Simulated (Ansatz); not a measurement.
The cell is a 2-atom cell of MgS started from a crystallographic database; cell and atoms were relaxed with r2SCAN. It is cubic, Fm-3m (No. 225); a = 5.203 Å in the conventional setting, 17.61 Å³ an atom. Mg is surrounded by 6 S at 2.60 Å; S is surrounded by 6 Mg at 2.60 Å.

```cif
data_structure
_symmetry_space_group_name_H-M 'P 1'
_symmetry_Int_Tables_number 1
_cell_length_a 3.6791
_cell_length_b 3.6791
_cell_length_c 3.6791
_cell_angle_alpha 60.000
_cell_angle_beta 60.000
_cell_angle_gamma 60.000
_cell_volume 35.21
loop_
_atom_site_label
_atom_site_type_symbol
_atom_site_fract_x
_atom_site_fract_y
_atom_site_fract_z
_atom_site_occupancy
Mg1 Mg 0.00000 0.00000 0.00000 1
S1 S 0.50000 0.50000 0.50000 1
```

3 runs of the plane-wave code Ansatz on this cell differ in the functional (and in the settings that go with it). Levels are in eV from each run's valence top; v1 is the last filled band, c1 the first empty one.

Run A, mean stress +4.0 GPa (compression positive):
```tsv
point	v5	v3	v1	c1	c2	c3
Γ	-53.85	0.00	0.00	11.75	15.99	15.99
X	-53.86	-5.67	-2.28	10.33	11.70	21.60
U	-53.86	-4.96	-1.84	11.55	14.70	18.58
```

Run B, mean stress -0.4 GPa (compression positive):
```tsv
point	v5	v3	v1	c1	c2	c3
Γ	-44.59	0.00	0.00	5.53	9.83	9.83
X	-44.59	-4.64	-1.86	4.53	6.05	14.29
U	-44.59	-4.08	-1.50	5.68	8.57	11.83
```

Run C, mean stress 0.0 GPa (compression positive):
```tsv
point	v5	v3	v1	c1	c2	c3
Γ	-42.65	0.00	0.00	4.64	8.48	8.48
X	-42.65	-4.27	-1.73	3.46	4.91	13.15
U	-42.65	-3.75	-1.40	4.56	7.32	10.39
```

**Question.** Match the runs to r2SCAN, PBE0, Hartree-Fock.

**Answer.** A is Hartree-Fock, B is PBE0, C is r2SCAN. In order of the gap: r2SCAN 3.46, PBE0 4.53, Hartree-Fock 10.33 eV. The stress vanishes for r2SCAN, which relaxed the cell.

The values are computed, spin-unpolarised, and not measurements.

The program warns that its thresholds are loose for a hybrid's stress.

The meshes of the hybrids are coarse, so their gaps aren't converged to the digits shown.
